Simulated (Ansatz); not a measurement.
## A computed series for LiI: response to strain

Consider LiI in the rock salt structure (space group Fm-3m, No. 225).

```
CELL_PARAMETERS angstrom
      0.00000     3.00909     3.00909
      3.00909     0.00000     3.00909
      3.00909     3.00909     0.00000
ATOMIC_POSITIONS crystal
  I  0.00000 0.00000 0.00000
  Li 0.50000 0.50000 0.50000
```

Cartesian axes are those of the cell as printed.

Strains are applied to the cell and any free atomic positions relax; under biaxial strain the out-of-plane vector relaxes too; under stress the whole cell relaxes.

Level of theory: r2SCAN (Ansatz, a program for electronic structure, PAW, no SOC).

Q: Only one of these has a direct gap. Which?
A) uniaxial strain ε_xx = +5.91 %
B) tensor shear ε_yz = −1.42 %
C) uniaxial stress, 0.5 GPa compression along z
D) uniaxial strain ε_zz = −0.74 %
E) biaxial strain +1.13 %, plane normal [001], relaxed out of plane

A: A, uniaxial strain ε_xx = +5.91 %. Computed: tensor shear ε_yz = −1.42 %: indirect, Γ → X; uniaxial strain ε_zz = −0.74 %: indirect, Γ → M; uniaxial strain ε_xx = +5.91 %: direct at Γ; biaxial strain +1.13 %, plane normal [001], relaxed out of plane: indirect, Γ → M; uniaxial stress, 0.5 GPa compression along z: indirect, Γ → M

Spin-orbit coupling, missing from the scalar runs, can matter with I. Beyond what the load breaks, stability against distortions was not tested. k-point labels follow each cell's own Brillouin zone.
